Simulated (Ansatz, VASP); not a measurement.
**Two plane-wave programs on GaN**

```xyz
4
Lattice="3.1800 0.0000 0.0000 -1.5900 2.7540 0.0000 0.0000 0.0000 5.1660" Properties=species:S:1:pos:R:3 pbc="T T T"
Ga    0.0000    1.8360    0.0000
Ga    1.5900    0.9180    2.5830
N     0.0000    1.8360    1.9373
N     1.5900    0.9180    4.5203
```

Alike in both runs: task single point; functional PBEsol; k mesh 6 × 6 × 4; no spin polarisation.

```csv
,VASP,Ansatz
version,VASP 6.6.1,Ansatz 0.2.0
potentials or method,"VASP PAW PBE potentials, release 64 (Ga_d, N)","plane waves, PAW"
plane-wave cutoff (eV),520,420
occupations,"gaussian, width 0.01 eV",fixed
valence electrons in the cell,36,36
```

VASP gave:

```
gap on the k mesh at the Fermi level (eV)       : 1.93
pressure (GPa)                                  : 0.9
largest component of the traceless stress (GPa) : 1.37
rms of the force components (eV/Å)              : 0.076
```

Q: What did Ansatz give for the same quantities?

A: gap on the k mesh at the Fermi level (eV): 1.91; pressure (GPa): 1.0; largest component of the traceless stress (GPa): 1.36; rms of the force components (eV/Å): 0.077.

Atom by atom the forces differ by 0.001 eV/Å (rms over components).

Caveats: the PAW data sets were made with another functional, which shifts forces and pressure a little (VASP).
